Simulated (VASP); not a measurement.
## LiH in VASP 6.6.1, single-point calculation

INCAR

```
METAGGA = M06L
ISMEAR = -1
ISIF = 2
ENCUT = 520
LWAVE = .FALSE.
NELM = 120
NSW = 0
LREAL = .FALSE.
IBRION = -1
LCHARG = .FALSE.
NBANDS = 9
EDIFF = 1E-7
SIGMA = 0.02
LASPH = .TRUE.
PREC = Accurate
```

KPOINTS

```
KPOINTS created by Atomic Simulation Environment
0
Gamma
10 10 10
0 0 0
```

POSCAR

```
Li H
 1.0000000000000000
     0.0000000000000000    1.9629349442999999    1.9629349442999999
     1.9629349442999999    0.0000000000000000    1.9629349442999999
     1.9629349442999999    1.9629349442999999    0.0000000000000000
 Li  H
   1   1
Cartesian
  0.0000000000000000  0.0000000000000000  0.0000000000000000
  1.9629349442999999  1.9629349442999999  1.9629349442999999
```

The recommended PBE PAW datasets give the neutral cell 4 valence electrons.

Command

```
mpirun -np 1 vasp_std
```

OSZICAR

```
N       E                     dE             d eps       ncg     rms          rms(c)
DAV:   1     0.409625785234E+02    0.40963E+02   -0.14083E+03   854   0.385E+02
DAV:   2     0.376282592213E+02   -0.33343E+01   -0.33177E+01  1224   0.456E+01
DAV:   3     0.375869865495E+02   -0.41273E-01   -0.41252E-01  1019   0.390E+00
DAV:   4     0.375866941121E+02   -0.29244E-03   -0.29239E-03  1177   0.299E-01
DAV:   5     0.375866904489E+02   -0.36632E-05   -0.36624E-05   990   0.225E-02    0.343E+00
DAV:   6    -0.662655434819E+03   -0.70024E+03   -0.65583E+03  1577   0.151E+02    0.544E+01
DAV:   7    -0.113233432297E+02    0.65133E+03   -0.35551E+03   849   0.500E+02    0.581E+00
DAV:   8    -0.144578476034E+03   -0.13326E+03   -0.11906E+03  1396   0.469E+01    0.110E+02
DAV:   9    -0.404285365441E+03   -0.25971E+03   -0.50356E+03  1388   0.208E+03    0.354E+01
DAV:  10    -0.206692794926E+05   -0.20265E+05   -0.17416E+05  1578   0.725E+02    0.497E+01
...
DAV:  64    -0.401823970228E+02    0.67761E+03   -0.85231E+02  1557   0.304E+02    0.781E+00
DAV:  65    -0.137336985837E+03   -0.97155E+02   -0.18620E+03  1664   0.920E+02    0.109E+01
DAV:  66    -0.180778711817E+08   -0.18078E+08   -0.17900E+08  1583   0.129E+04    0.273E+01
DAV:  67    -0.536076877598E+05    0.18024E+08   -0.49452E+05   889   0.754E+03    0.801E+01
DAV:  68    -0.267281042510E+04    0.50935E+05   -0.16476E+06   938   0.129E+04    0.283E+01
DAV:  69    -0.421109754775E+09   -0.42111E+09   -0.41649E+09   940   0.213E+06    0.792E+01
DAV:  70    -0.662864039715E+05    0.42104E+09   -0.42672E+03  1547   0.469E+03    0.779E+01
DAV:  71    -0.705626731262E+05   -0.42763E+04   -0.33347E+04  1223   0.258E+02    0.763E+01
DAV:  72    -0.205144067347E+06   -0.13458E+06   -0.70333E+05   989   0.629E+02    0.748E+01
DAV:  73    -0.501091985267E+06   -0.29595E+06   -0.46279E+06  1541   0.407E+02    0.731E+01
```

Standard output (part)

```
...
  8.402621468824191E-005
 WARNING: Sub-Space-Matrix is not hermitian in DAV           36
  1.471937960495495E-005
 WARNING: Sub-Space-Matrix is not hermitian in DAV            1
 -1.200737053539086E-002
 WARNING: Sub-Space-Matrix is not hermitian in DAV            2
  6.172935421111424E-002
 WARNING: Sub-Space-Matrix is not hermitian in DAV            7
  8.584118613630067E-003
 WARNING: Sub-Space-Matrix is not hermitian in DAV            9
  3.177779144307501E-003
 WARNING: Sub-Space-Matrix is not hermitian in DAV           10
 -1.493595297355228E-002
 WARNING: Sub-Space-Matrix is not hermitian in DAV           11
 -0.207239927441835
 WARNING: Sub-Space-Matrix is not hermitian in DAV           12
  1.690563365057688E-002
 WARNING: Sub-Space-Matrix is not hermitian in DAV           13
   1.01619676253438
 WARNING: Sub-Space-Matrix is not hermitian in DAV           14
  5.380574881056787E-003
 WARNING: Sub-Space-Matrix is not hermitian in DAV           15
 -5.289853095641971E-002
 WARNING: Sub-Space-Matrix is not hermitian in DAV           16
 -5.687239107578772E-003
 WARNING: Sub-Space-Matrix is not hermitian in DAV           17
 -0.114279378180589
 WARNING: Sub-Space-Matrix is not hermitian in DAV           18
   1.09930723811201
 WARNING: Sub-Space-Matrix is not hermitian in DAV           21
  2.991894576518916E-002
 WARNING: Sub-Space-Matrix is not hermitian in DAV           22
 -2.680010201814120E-003
 WARNING: Sub-Space-Matrix is not hermitian in DAV           23
 -8.331170626029236E-002
 WARNING: Sub-Space-Matrix is not hermitian in DAV           26
 -0.184004010390159
 WARNING: Sub-Space-Matrix is not hermitian in DAV           28
  9.924258965840009E-003
 WARNING: Sub-Space-Matrix is not hermitian in DAV           29
  1.751691522938105E-002
 WARNING: Sub-Space-Matrix is not hermitian in DAV           30
 -1.085330054564196E-002
 WARNING: Sub-Space-Matrix is not hermitian in DAV           31
 -5.787242770173230E-003
 WARNING: Sub-
```

VASP stopped with an error.

The run took about 1.7 min on one core of a shared host (Intel Xeon Platinum 8488C) and held 0.13 GiB at most.
